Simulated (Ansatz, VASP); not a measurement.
**GaP in two plane-wave programs**

Wanted: the spread between two codes on one cell, functional and k mesh. The cell is taken from a series of VASP runs on this material, whose earlier steps may have relaxed, scaled or displaced it; both programs get it as it stands.

Calculated with Ansatz 0.2.0; plane waves, with VASP 6.6.1 beside it; zone-centre phonons at LDA.

**1. The structure**

Symmetry: F-43m, No. 216, cubic system. Conventional cell: a = 5.394 Å, b = 5.394 Å, c = 5.394 Å, α = 90.00°, β = 90.00°, γ = 90.00°. Ga has 4 P at 2.34 Å nearest. P has 4 Ga at 2.34 Å nearest. Farther neighbours are not listed.

As a file:

```cif
data_structure
_symmetry_space_group_name_H-M 'F-43m'
_symmetry_Int_Tables_number 216
_cell_length_a 5.3936
_cell_length_b 5.3936
_cell_length_c 5.3936
_cell_angle_alpha 90.000
_cell_angle_beta 90.000
_cell_angle_gamma 90.000
_cell_volume 156.90
loop_
_atom_site_label
_atom_site_type_symbol
_atom_site_symmetry_multiplicity
_atom_site_Wyckoff_symbol
_atom_site_fract_x
_atom_site_fract_y
_atom_site_fract_z
_atom_site_occupancy
Ga1 Ga 4 a 0.00000 0.00000 0.00000 1
P1 P 4 c 0.25000 0.25000 0.25000 1
```

**2. VASP: zone-centre phonons, LDA**

Second derivatives magnify differences that forces hide, and they need a tight electronic threshold.

Lines of VASP's logs that name or quote its potential files are left out, and so is its time.

The input, INCAR:

```
SYSTEM = GaP
PREC = Accurate
ENCUT = 500
EDIFF = 1E-08
NELM = 100
ISMEAR = 0
SIGMA = 0.03
LREAL = .FALSE.
ALGO = Normal
GGA = CA
NBANDS = 15
LORBIT = 11
LWAVE = .FALSE.
LCHARG = .FALSE.
KPAR = 4
IBRION = 8
LEPSILON = .TRUE.
LPEAD = .TRUE.
ISIF = 2
```

The input, POSCAR:

```
GaP
1.0
    0.0000000000      2.6967765101      2.6967765101
    2.6967765101      0.0000000000      2.6967765101
    2.6967765101      2.6967765101      0.0000000000
Ga P
1 1
Direct
    0.0000000000      0.0000000000      0.0000000000
    0.7500000000      0.7500000000      0.7500000000
```

The input, KPOINTS:

```
Automatic mesh
0
Gamma
14 14 14
0 0 0
```

Potentials, in the order of the species: Ga_d and P (LDA family, release 64).

Command:

```sh
> mpirun -np 4 vasp_std
```

Numbers of over 12 decimals in the logs are rounded to 6 here.

The log of the run:

```text
[banner, memory and clock lines left out]
running    4 mpi-ranks, on    1 nodes
 distrk:  each k-point on    1 cores,    4 groups
 distr:  one band on    1 cores,    1 groups

 POSCAR found type information on POSCAR GaP
 POSCAR found :  2 types and       2 ions
 LDA part: xc-table for (Slater(with rela. corr.)+CA(PZ))
 , standard interpolation
 POSCAR, INCAR and KPOINTS ok, starting setup
 FFT: planning ... GRIDC
 FFT: planning ... GRID_SOFT
 FFT: planning ... GRID
 WAVECAR not read
 entering main loop
       N       E                     dE             d eps       ncg     rms          rms(c)
DAV:   1     0.805592496264E+02    0.80559E+02   -0.89997E+03  3207   0.169E+03
DAV:   2    -0.443916599829E+01   -0.84998E+02   -0.81230E+02  3526   0.320E+02
DAV:   3    -0.106818825065E+02   -0.62427E+01   -0.62197E+01  3974   0.697E+01
DAV:   4    -0.107840643762E+02   -0.10218E+00   -0.10216E+00  3779   0.961E+00
DAV:   5    -0.107861216659E+02   -0.20573E-02   -0.20571E-02  4114   0.119E+00    0.448E+00
DAV:   6    -0.105085220039E+02    0.27760E+00   -0.38705E-01  4784   0.113E+01    0.289E+00
DAV:   7    -0.104581752979E+02    0.50347E-01   -0.92954E-02  4100   0.224E+00    0.107E+00
DAV:   8    -0.104535358836E+02    0.46394E-02   -0.12218E-02  3933   0.129E+00    0.209E-01
DAV:   9    -0.104534986070E+02    0.37277E-04   -0.10460E-03  4735   0.423E-01    0.626E-02
DAV:  10    -0.104534958406E+02    0.27663E-05   -0.51820E-05  4782   0.887E-02    0.245E-02
DAV:  11    -0.104535019083E+02   -0.60677E-05   -0.87244E-06  4009   0.437E-02    0.756E-03
DAV:  12    -0.104535017116E+02    0.19678E-06   -0.49810E-07  3962   0.768E-03    0.505E-03
DAV:  13    -0.104535016871E+02    0.24487E-07   -0.20286E-07  4158   0.460E-03    0.926E-04
DAV:  14    -0.104535016862E+02    0.83583E-09   -0.93323E-09  2713   0.118E-03
   1 F= -.10453502E+02 E0= -.10453502E+02  d E =-.641303E-25
 Linear response reoptimize wavefunctions to high precision
DAV:   1    -0.104535016863E+02   -0.10277E-09   -0.18012E-09  3299   0.407E-04
DAV:   2    -0.104535016863E+02    0.11823E-10   -0.23580E-10  2085   0.146E-04
 Linear response to external field (no local field effect), progress :
  Direction:   1
       N       E                     dE             d eps       ncg     rms          rms(c)
RMM:   1    -0.111227832865E+00   -0.11123E+00    0.65256E+00  2145   0.937E+00
RMM:   2    -0.134226936562E+01   -0.12310E+01   -0.67258E-02  2847   0.185E+00
RMM:   3    -0.134601640355E+01   -0.37470E-02   -0.24054E-02  3312   0.579E-01
RMM:   4    -0.134635017518E+01   -0.33377E-03   -0.72849E-04  3271   0.143E-01
RMM:   5    -0.134635816612E+01   -0.79909E-05   -0.56433E-05  3277   0.449E-02
RMM:   6    -0.134635877187E+01   -0.60574E-06   -0.64029E-06  3294   0.147E-02
RMM:   7    -0.134635922304E+01   -0.45118E-06   -0.15448E-06  3284   0.494E-03
RMM:   8    -0.134635911498E+01    0.10806E-06    0.20984E-07  3176   0.165E-03
RMM:   9    -0.134635915551E+01   -0.40530E-07   -0.10689E-07  2717   0.550E-04
RMM:  10    -0.134635914326E+01    0.12254E-07    0.22637E-08  2390   0.205E-04
RMM:  11    -0.134635914678E+01   -0.35218E-08   -0.11632E-08  1121   0.811E-05
 change of polarisation eV/A/(eV/A) component  1 :     2.693     1.569     0.286
 dielectric tensor                  component  1 :    13.422     7.236     1.321
 Linear response to external field (no local field effect), progress :
  Direction:   2
       N       E                     dE             d eps       ncg     rms          rms(c)
RMM:   1    -0.125595481631E+00   -0.12560E+00    0.68359E+00  2160   0.938E+00
RMM:   2    -0.143835879358E+01   -0.13128E+01   -0.67650E-02  2846   0.187E+00
RMM:   3    -0.144234261679E+01   -0.39838E-02   -0.26149E-02  3328   0.583E-01
RMM:   4    -0.144264401175E+01   -0.30139E-03   -0.69761E-04  3264   0.135E-01
RMM:   5    -0.144265237507E+01   -0.83633E-05   -0.51343E-05  3266   0.410E-02
RMM:   6    -0.144265257091E+01   -0.19584E-06   -0.50431E-06  3304   0.133E-02
RMM:   7    -0.144265303829E+01   -0.46738E-06   -0.15896E-06  3283   0.423E-03
RMM:   8    -0.144265290957E+01    0.12872E-06    0.23555E-07  3201   0.145E-03
RMM:   9    -0.144265295245E+01   -0.42874E-07   -0.12269E-07  2683   0.468E-04
RMM:  10    -0.144265293735E+01    0.15096E-07    0.33192E-08  2377   0.175E-04
RMM:  11    -0.144265294147E+01   -0.41155E-08   -0.73433E-09  1076   0.726E-05
 change of polarisation eV/A/(eV/A) component  2 :     1.568     2.885    -0.452
 dielectric tensor                  component  2 :     7.235    14.310    -2.087
 Linear response to external field (no local field effect), progress :
  Direction:   3
       N       E                     dE             d eps       ncg     rms          rms(c)
RMM:   1    -0.972408994820E-01   -0.97241E-01    0.22707E+00  2130   0.659E+00
RMM:   2    -0.551324893682E+00   -0.45408E+00   -0.57779E-02  2908   0.153E+00
RMM:   3    -0.553880496195E+00   -0.25556E-02   -0.13523E-02  3229   0.479E-01
RMM:   4    -0.554036282037E+00   -0.15579E-03   -0.53636E-04  3281   0.128E-01
RMM:   5    -0.554039931385E+00   -0.36493E-05   -0.25906E-05  3209   0.363E-02
RMM:   6    -0.554041171004E+00   -0.12396E-05   -0.56099E-06  3272   0.121E-02
RMM:   7    -0.554041093634E+00    0.77371E-07   -0.68217E-08  3186   0.411E-03
RMM:   8    -0.554041145461E+00   -0.51827E-07   -0.19885E-07  3008   0.145E-03
[...]
N       E                     dE             d eps       ncg     rms          rms(c)
RMM:   1    -0.111533528216E+00   -0.11153E+00    0.52089E+00  8840   0.844E+00
RMM:   2    -0.111051371130E+01   -0.99898E+00   -0.63559E-02 11733   0.175E+00    0.145E+00
RMM:   3    -0.106497233924E+01    0.45541E-01   -0.30452E-02 26359   0.101E+00    0.832E-01
RMM:   4    -0.108454913578E+01   -0.19577E-01   -0.27137E-02 28457   0.926E-01    0.159E-01
RMM:   5    -0.109101706753E+01   -0.64679E-02   -0.13860E-03 25862   0.250E-01    0.350E-02
RMM:   6    -0.109431413566E+01   -0.32971E-02   -0.16479E-04 27257   0.880E-02    0.259E-02
RMM:   7    -0.109436367079E+01   -0.49535E-04   -0.29708E-05 26434   0.311E-02    0.270E-03
RMM:   8    -0.109452477968E+01   -0.16111E-03   -0.56093E-06 28034   0.102E-02    0.851E-04
RMM:   9    -0.109450185286E+01    0.22927E-04   -0.71700E-07 27480   0.390E-03    0.295E-04
RMM:  10    -0.109450232631E+01   -0.47344E-06   -0.43425E-07 27852   0.148E-03    0.109E-04
RMM:  11    -0.109449752821E+01    0.47981E-05   -0.66120E-08 26622   0.635E-04    0.739E-05
RMM:  12    -0.109449548944E+01    0.20388E-05   -0.10973E-07 22619   0.260E-04    0.259E-05
RMM:  13    -0.109449687296E+01   -0.13835E-05   -0.86149E-08 14773   0.125E-04    0.114E-05
RMM:  14    -0.109449607709E+01    0.79588E-06   -0.43383E-08 12018   0.754E-05    0.374E-06
 change of polarisation eV/A/(eV/A) component  2 :     0.426     2.073     0.344
 dielectric tensor                  component  2 :     1.964    10.562     1.585
 Linear response to external field, progress :
  Direction:   3
       N       E                     dE             d eps       ncg     rms          rms(c)
RMM:   1    -0.111533725068E+00   -0.11153E+00    0.52089E+00  8840   0.844E+00
RMM:   2    -0.111050092122E+01   -0.99897E+00   -0.63612E-02 11739   0.175E+00    0.145E+00
RMM:   3    -0.106497301503E+01    0.45528E-01   -0.30391E-02 26352   0.101E+00    0.832E-01
RMM:   4    -0.108455190465E+01   -0.19579E-01   -0.27167E-02 28456   0.926E-01    0.159E-01
RMM:   5    -0.109102927544E+01   -0.64774E-02   -0.13882E-03 25864   0.250E-01    0.349E-02
RMM:   6    -0.109431365751E+01   -0.32844E-02   -0.16560E-04 27260   0.880E-02    0.259E-02
RMM:   7    -0.109436460285E+01   -0.50945E-04   -0.30489E-05 26423   0.311E-02    0.271E-03
RMM:   8    -0.109452430907E+01   -0.15971E-03   -0.57238E-06 28032   0.103E-02    0.854E-04
RMM:   9    -0.109450189913E+01    0.22410E-04   -0.81125E-07 27504   0.391E-03    0.295E-04
RMM:  10    -0.109450092254E+01    0.97659E-06   -0.48467E-07 27827   0.149E-03    0.110E-04
RMM:  11    -0.109449812649E+01    0.27960E-05   -0.66619E-08 26616   0.637E-04    0.730E-05
RMM:  12    -0.109449648646E+01    0.16400E-05   -0.11059E-07 22539   0.263E-04    0.267E-05
RMM:  13    -0.109449670992E+01   -0.22346E-06   -0.88895E-08 14814   0.125E-04    0.115E-05
RMM:  14    -0.109449641416E+01    0.29575E-06   -0.70614E-08 12009   0.754E-05    0.349E-06
 change of polarisation eV/A/(eV/A) component  3 :     0.365     0.500     2.073
 dielectric tensor                  component  3 :     1.684     2.307    10.562
 Linear response DOF=           2
 Linear response progress:
  Degree of freedom:   1/  2
       N       E                     dE             d eps       ncg     rms          rms(c)
RMM:   1    -0.167074000652E+00   -0.16707E+00    0.11831E-01 16156   0.867E+00
RMM:   2    -0.165026640282E+00    0.20474E-02   -0.26224E-02 24734   0.143E+00    0.563E-02
RMM:   3    -0.165418989153E+00   -0.39235E-03   -0.39205E-03 25987   0.424E-01    0.423E-02
RMM:   4    -0.165282398887E+00    0.13659E-03   -0.11158E-03 27231   0.155E-01    0.141E-02
RMM:   5    -0.165264813869E+00    0.17585E-04   -0.88551E-05 27263   0.393E-02    0.457E-03
RMM:   6    -0.165266777035E+00   -0.19632E-05   -0.38769E-05 26962   0.140E-02    0.912E-04
RMM:   7    -0.165266105928E+00    0.67111E-06   -0.16193E-05 26882   0.558E-03    0.138E-04
RMM:   8    -0.165264060536E+00    0.20454E-05   -0.85453E-06 27194   0.235E-03    0.436E-05
RMM:   9    -0.165263419444E+00    0.64109E-06   -0.44153E-06 27403   0.983E-04    0.251E-05
RMM:  10    -0.165263127245E+00    0.29220E-06   -0.22850E-06 27366   0.439E-04    0.741E-06
RMM:  11    -0.165263056239E+00    0.71006E-07   -0.94331E-07 27333   0.207E-04    0.434E-06
RMM:  12    -0.165262934628E+00    0.12161E-06   -0.56557E-07 27376   0.999E-05    0.244E-06
RMM:  13    -0.165262894682E+00    0.39947E-07   -0.32061E-07 27634   0.518E-05    0.129E-06
RMM:  14    -0.165262931425E+00   -0.36743E-07   -0.16871E-07 26314   0.296E-05    0.800E-07
RMM:  15    -0.165262938083E+00   -0.66584E-08   -0.98664E-08 22834   0.193E-05    0.155E-07
 first order change of Fermi-energy   0.38522E-04
 force on displaced ion       1 direction 1 : -10.478  -0.000  -0.000
 Born effective charge ion    1 direction 1 :   2.062   0.000   0.000
 Linear response progress:
  Degree of freedom:   2/  2
       N       E                     dE             d eps       ncg     rms          rms(c)
RMM:   1    -0.507084616881E-01   -0.50708E-01    0.64392E-03 29669   0.182E+00
RMM:   2    -0.473531873956E-01    0.33553E-02   -0.60936E-03 23393   0.540E-01    0.122E-01
RMM:   3    -0.473931647050E-01   -0.39977E-04   -0.55388E-04 25854   0.175E-01    0.594E-02
RMM:   4    -0.476560424552E-01   -0.26288E-03   -0.10469E-04 25227   0.651E-02    0.114E-02
RMM:   5    -0.476680409647E-01   -0.11999E-04   -0.17021E-05 27059   0.223E-02    0.692E-03
RMM:   6    -0.476504937590E-01    0.17547E-04   -0.20134E-06 25342   0.794E-03    0.389E-03
RMM:   7    -0.476509608465E-01   -0.46709E-06    0.32458E-07 26789   0.307E-03    0.731E-04
RMM:   8    -0.476487552087E-01    0.22056E-05    0.11728E-07 25975   0.101E-03    0.150E-04
RMM:   9    -0.476485002025E-01    0.25501E-06    0.35223E-08 26861   0.309E-04    0.210E-05
RMM:  10    -0.476485843288E-01   -0.84126E-07    0.34426E-09 25861   0.107E-04    0.501E-06
RMM:  11    -0.476485253651E-01    0.58964E-07    0.54207E-09 26812   0.439E-05    0.585E-06
RMM:  12    -0.476485804395E-01   -0.55074E-07    0.26978E-09 24950   0.206E-05    0.145E-06
RMM:  13    -0.476485936976E-01   -0.13258E-07    0.19493E-09 20177   0.116E-05    0.416E-07
RMM:  14    -0.476484989528E-01    0.94745E-07    0.89289E-10 14710   0.757E-06    0.532E-08
 first order change of Fermi-energy   0.57002E-04
 force on displaced ion       2 direction 1 : -10.464  -0.000  -0.000
 Born effective charge ion    2 direction 1 :  -2.063   0.000   0.000
 Born effective charges drift removed
 Linear response finished
```

From OUTCAR (step 2):

```text
ion  position               nearest neighbor table
   1  0.000  0.000  0.000-   2 2.34   2 2.34   2 2.34   2 2.34
   2  0.750  0.750  0.750-   1 2.34   1 2.34   1 2.34   1 2.34

  LATTYP: Found a face centered cubic cell.
 ALAT       =     5.3935530202

 Subroutine GETGRP returns: Found 24 space group operations
 (whereof 24 operations were pure point group operations)

The static configuration has the point symmetry T_d .

 Found    104 irreducible k-points:

   k-points           NKPTS =    104   k-points in BZ     NKDIM =    104   number of bands    NBANDS=     15

   dimension x,y,z NGX =    28 NGY =   28 NGZ =   28
   dimension x,y,z NGXF=    56 NGYF=   56 NGZF=   56

   ENCUT  =  500.0 eV  36.75 Ry    6.06 a.u.   6.95  6.95  6.95*2*pi/ulx,y,z

   NELECT =      18.0000    total number of electrons

 k-points in reciprocal lattice and weights: Automatic mesh
   0.00000000  0.00000000  0.00000000       0.000
   0.07142857  0.00000000  0.00000000       0.003
   0.14285714  0.00000000  0.00000000       0.003
   0.21428571  0.00000000  0.00000000       0.003
   0.28571429  0.00000000  0.00000000       0.003
   0.35714286  0.00000000  0.00000000       0.003
   0.42857143  0.00000000  0.00000000       0.003
   0.50000000  0.00000000  0.00000000       0.001
   0.07142857  0.07142857  0.00000000       0.002
[...]
-0.28571429  0.42857143  0.21428571       0.009
  -0.28571429  0.50000000  0.21428571       0.004

 average (electrostatic) potential at core
       1 -66.2735       2 -84.3238

  Total       -0.0002805     -0.0002805     -0.0002805      0.0000000      0.0000000      0.0000000
  in kB       -0.0114574     -0.0114574     -0.0114574      0.0000000      0.0000000      0.0000000
  external PRESSURE =      -0.0114574 kB  Pullay stress =       0.0000000 kB

  energy-cutoff  :      500.00
  volume of cell :       39.23
      direct lattice vectors                 reciprocal lattice vectors
     0.000000000  2.696776510  2.696776510    -0.185406539  0.185406539  0.185406539
     2.696776510  0.000000000  2.696776510     0.185406539 -0.185406539  0.185406539
     2.696776510  2.696776510  0.000000000     0.185406539  0.185406539 -0.185406539

 POSITION                                       TOTAL-FORCE (eV/Angst)
 -----------------------------------------------------------------------------------
      0.00000      0.00000      0.00000        -0.000000     -0.000000     -0.000000
      4.04516      4.04516      4.04516         0.000000      0.000000      0.000000
 -----------------------------------------------------------------------------------
    total drift:                               -0.000000     -0.000000     -0.000000

 MACROSCOPIC STATIC DIELECTRIC TENSOR (including local field effects in DFT)
 ------------------------------------------------------
          10.562222     0.000000    -0.000000
          -0.000000    10.562222    -0.000000
           0.000000     0.000000    10.562222
 ------------------------------------------------------

 PIEZOELECTRIC TENSOR (including local field effects)  for field in x, y, z        (C/m^2)
          XX          YY          ZZ          XY          YZ          ZX
  --------------------------------------------------------------------------------
  x    -0.00000    -0.00000    -0.00000     0.00000     0.76935     0.00000
  y     0.00000     0.00000     0.00000     0.00000     0.00000     0.76935
  z     0.00000     0.00000     0.00000     0.76935     0.00000     0.00000

 BORN EFFECTIVE CHARGES (including local field effects) (in |e|, cummulative output)
 ---------------------------------------------------------------------------------
 ion    1
    1     2.06472     0.00000    -0.00000
    2     0.00000     2.06472     0.00000
    3     0.00000     0.00000     2.06472
 ion    2
    1    -2.06472     0.00000     0.00000
    2     0.00000    -2.06472    -0.00000
    3    -0.00000    -0.00000    -2.06472

 Eigenvectors and eigenvalues of the dynamical matrix
 ----------------------------------------------------

   1 f  =   10.922140 THz    68.625831 2PiTHz  364.323383 cm-1    45.170322 meV
             X         Y         Z           dx          dy          dz
      0.000000  0.000000  0.000000     0.000000    0.554863    0.000000
      4.045165  4.045165  4.045165     0.000000   -0.831942    0.000000

   2 f  =   10.922140 THz    68.625831 2PiTHz  364.323383 cm-1    45.170322 meV
             X         Y         Z           dx          dy          dz
      0.000000  0.000000  0.000000    -0.554863    0.000000    0.000000
      4.045165  4.045165  4.045165     0.831942    0.000000    0.000000

   3 f  =   10.922140 THz    68.625831 2PiTHz  364.323383 cm-1    45.170322 meV
             X         Y         Z           dx          dy          dz
      0.000000  0.000000  0.000000     0.000000    0.000000   -0.554863
      4.045165  4.045165  4.045165     0.000000    0.000000    0.831942

   4 f/i=    0.003278 THz     0.020593 2PiTHz    0.109326 cm-1     0.013555 meV
             X         Y         Z           dx          dy          dz
      0.000000  0.000000  0.000000     0.831942    0.000000    0.000000
      4.045165  4.045165  4.045165     0.554863    0.000000    0.000000

   5 f/i=    0.003278 THz     0.020593 2PiTHz    0.109326 cm-1     0.013555 meV
             X         Y         Z           dx          dy          dz
      0.000000  0.000000  0.000000     0.000000   -0.831942    0.000000
      4.045165  4.045165  4.045165     0.000000   -0.554863    0.000000

   6 f/i=    0.003278 THz     0.020593 2PiTHz    0.109326 cm-1     0.013555 meV
             X         Y         Z           dx          dy          dz
      0.000000  0.000000  0.000000     0.000000    0.000000    0.831942
      4.045165  4.045165  4.045165     0.000000    0.000000    0.554863

 MACROSCOPIC STATIC DIELECTRIC TENSOR IONIC CONTRIBUTION
 ------------------------------------------------------
           1.878216    -0.000000    -0.000000
          -0.000000     1.878216     0.000000
          -0.000000     0.000000     1.878216
 ------------------------------------------------------

 ELASTIC MODULI CONTR FROM IONIC RELAXATION (kBar)
 Direction    XX          YY          ZZ          XY          YZ          ZX
 --------------------------------------------------------------------------------
 XX          -0.0000     -0.0000     -0.0000     -0.0000     -0.0000     -0.0000
 YY          -0.0000     -0.0000     -0.0000     -0.0000     -0.0000     -0.0000
 ZZ          -0.0000     -0.0000     -0.0000     -0.0000     -0.0000     -0.0000
 XY          -0.0000     -0.0000     -0.0000   -230.8327      0.0000      0.0000
 YZ          -0.0000     -0.0000     -0.0000      0.0000   -230.8327      0.0000
 ZX          -0.0000     -0.0000     -0.0000      0.0000      0.0000   -230.8327
 --------------------------------------------------------------------------------

 PIEZOELECTRIC TENSOR IONIC CONTR  for field in x, y, z        (C/m^2)
          XX          YY          ZZ          XY          YZ          ZX
  --------------------------------------------------------------------------------
  x    -0.00000    -0.00000    -0.00000     0.00000    -0.61957     0.00000
  y    -0.00000    -0.00000    -0.00000    -0.00000     0.00000    -0.61957
  z    -0.00000    -0.00000    -0.00000    -0.61957    -0.00000    -0.00000
```

Energies printed during the response cycles are not total energies of the cell.

[end of part 1 of 2]

[Lines on the potential files, build, host, timing and source positions are cut from VASP's logs without a mark.]

[Logs are printed without paths, hosts, clocks, repeated set-up lines and the standing remarks that a program may print on its own settings, such as how far it seeks lower states.]

[Hosts, paths, dates, database ids (printed as entryN), source tags and the programs' standing remarks are cut or masked in the printed files.]
